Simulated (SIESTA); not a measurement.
YN:

```xyz
2
Lattice="0.0000 2.4385 2.4385 2.4385 0.0000 2.4385 2.4385 2.4385 0.0000" Properties=species:S:1:pos:R:3 pbc="T T T"
Y     0.0000    0.0000    0.0000
N     2.4385    2.4385    2.4385
```

Base run:

```yaml
Program: SIESTA 5.4.2
Functional: vdW-DF
Potentials_or_basis: PseudoDojo 0.4 standard (PBE files)
Basis: DZP (energy shift 0.003 Ry; two zetas on semicore shells)
Grid_cutoff: 800 Ry
Energy_shift: 0.003 Ry
k_mesh: 9 × 9 × 9
Occupations: fermi-dirac, width 0.05 eV
Spin: no spin polarisation
```

Its results: band gap on the k mesh 0.26 eV, indirect (least direct gap 0.67 eV); pressure 8.9 GPa.

Problem. After a change of settings the same cell gave: band gap on the k mesh 0.07 eV, indirect (least direct gap 0.49 eV); pressure -0.2 GPa. Which change was it?
A. functional from vdW-DF to vdW-DF-C09
B. functional from vdW-DF to vdW-DF2
C. functional from vdW-DF to optB88-vdW
D. functional from vdW-DF to VV10

Solution. A.

Caveats: the potentials were made for another functional, which shifts forces and pressure; an odd mesh through Γ misses points on the zone boundary, where band edges often lie; the basis of atomic orbitals isn't converged, which shifts pressures, moduli and gaps.

Runs at the PBE level aren't shown here.
